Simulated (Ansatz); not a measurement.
NaCl (wurtzite) (it has left that coordination), relaxed with r2SCAN in the plane-wave code Ansatz. Space group P6_3/mmc (No. 194), hexagonal; conventional cell a = 4.721 Å, c = 5.569 Å, 26.88 Å³ an atom. Na is surrounded by 5 Cl at 2.73–2.78 Å; Cl is surrounded by 5 Na at 2.73–2.78 Å. The cell started from the wurtzite prototype, but the relaxation took it to the higher symmetry P6_3/mmc (No. 194), so the name no longer describes it.

The axes x, y and z are those of this cell:
```
Na Cl
1.0
     4.72108    0.00000    0.00000
    -2.36054    4.08857    0.00000
     0.00000    0.00000    5.56948
Na Cl
2 2
Cartesian
  0.0000 2.7257 -0.3481
  2.3605 1.3629 2.4367
  0.0000 2.7257 2.4366
  2.3605 1.3629 5.2214
```

Unstrained: PBE gives a direct gap of 4.837 eV at Γ. The r2SCAN gap is direct at Γ: 5.461 eV. With HSE06 the gap is 6.133 eV and direct, at Γ. Meshes: PBE 6×6×6, r2SCAN 6×6×6, HSE06 6×6×4. Strains are changes of length per length. After each strain the atoms were relaxed again with r2SCAN within the symmetry that the strain leaves, so tilts or polar shifts that break it weren't tested; points keep the names that they have in the unstrained zone. No spin polarisation. The prototype was imposed, so other structures may be more stable.

Q: Apply uniaxial +2.38 % along x, other directions held. How far does the gap move, against the unstrained cell?

A: PBE: the gap goes from 4.837 to 4.796 eV (-0.041 eV). r2SCAN: the gap goes from 5.461 to 5.422 eV (-0.039 eV). HSE06: the gap goes from 6.133 to 6.089 eV (-0.044 eV). The r2SCAN energy rises by 1.2 meV an atom.

Q: Estimate what uniaxial -5.31 % along z, other directions held does to the gap.

A: PBE: the gap goes from 4.837 to 5.015 eV (+0.178 eV). r2SCAN: the gap goes from 5.461 to 5.622 eV (+0.161 eV). HSE06: the gap goes from 6.133 to 6.320 eV (+0.187 eV). The r2SCAN energy rises by 15.9 meV an atom.

The meshes of the hybrids are coarse, so their gaps aren't converged to the digits shown.
